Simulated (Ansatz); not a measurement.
The system is TiO.

```
CELL_PARAMETERS angstrom
3.03100 0.00000 0.00000
-1.51550 2.62492 0.00000
0.00000 0.00000 3.23770
ATOMIC_POSITIONS crystal
Ti 0.66667 0.33333 0.00000
O 0.00000 0.00000 0.50000
```

Base run:

- Program: Ansatz 0.2.0
- Functional: PBEsol
- Potentials or basis: Ansatz PAW
- Cutoff: 420 eV (not typed: the program's choice for these potentials)
- k mesh: 10 × 10 × 8
- Occupations: fermi-dirac, width 0.05 eV
- Spin: no spin polarisation
- Hubbard terms: Ti d U = 6 eV

Its results: band gap on the k mesh 0.20 eV, indirect (least direct gap 0.75 eV); pressure -22.2 GPa.

Q: The run is repeated on the same cell with these changes: hubbard terms from Ti d U = 6 eV to Ti d U = 1 eV. What comes out?

A: Band gap on the k mesh none (metal or under the smearing width); pressure -39.5 GPa.

Caveats: the PAW data sets come from PBE, with cores solved anew for the run's functional, which leaves a small shift of forces and pressure; a pressure of tens of GPa on the cell as given is suspect, and the run, the potentials or the cell itself is likely at fault (some runs); U without spin polarisation on a metal has little footing (some runs).

A k mesh can miss the band edges.
